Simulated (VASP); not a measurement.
Here is a VASP 6.6.1 calculation.

File POSCAR:

```
AlP
1.0
    0.0000000000      2.7391326700      2.7391326700
    2.7391326700      0.0000000000      2.7391326700
    2.7391326700      2.7391326700      0.0000000000
Al P
1 1
Direct
    0.0000000000      0.0000000000      0.0000000000
    0.2500000000      0.2500000000      0.2500000000
```

File INCAR.step1:

```
SYSTEM = AlP
ALGO = Normal ; EDIFF = 1E-5
ENCUT = 400 ; GGA = PE
GGA_COMPAT = .FALSE. ; ISIF = 2
ISMEAR = -1 ; LASPH = .TRUE.
LCHARG = .FALSE. ; LREAL = .FALSE.
LWAVE = .TRUE. ; NBANDS = 11
NELM = 120 ; PREC = Accurate
SIGMA = 0.02
```

INCAR.step2

```
SYSTEM = AlP
AEXX = 0.25 ; ALGO = Normal
EDIFF = 1E-6 ; ENCUT = 400
GGA = PE ; GGA_COMPAT = .FALSE.
ISIF = 2 ; ISMEAR = -1
ISTART = 1 ; LASPH = .TRUE.
LCHARG = .FALSE. ; LHFCALC = .TRUE.
LREAL = .FALSE. ; LWAVE = .FALSE.
NBANDS = 11 ; NELM = 120
PREC = Accurate ; PRECFOCK = Normal
SIGMA = 0.02
```

KPOINTS

```
k-points
0
G
  8 8 8
  0 0 0
```

Potentials or basis: VASP PAW PBE potentials, release 64 (Al, P).

Command:

```console
$ cat potpaw_PBE.64/Al/POTCAR potpaw_PBE.64/P/POTCAR > POTCAR
$ cp INCAR.step1 INCAR
$ mpirun -np 1 vasp_std > vasp.out
$ cp INCAR.step2 INCAR
$ mpirun -np 1 vasp_std > vasp.out
```

Problem. Estimate the pressure.

Solution. -0.5 GPa.

Problem. What does it give for the band gap on the k mesh?

Solution. 2.97 eV (least direct gap 4.81 eV).

Caveat: the PAW data sets were made with another functional, which shifts forces and pressure a little.

**What was measured.**

From a printed reference work, data compilation, for a bulk crystal of AlP at 4.2 K: band gap 2.505 eV (indirect).

A measured gap of AlP is 2.505 eV (indirect; 4.2 K; a printed reference work, data compilation); the calculated 2.97 eV misses it by +0.46 eV. The value is that of PBE0 on a finite k mesh, which can miss the band edges, without temperature or zero-point motion.
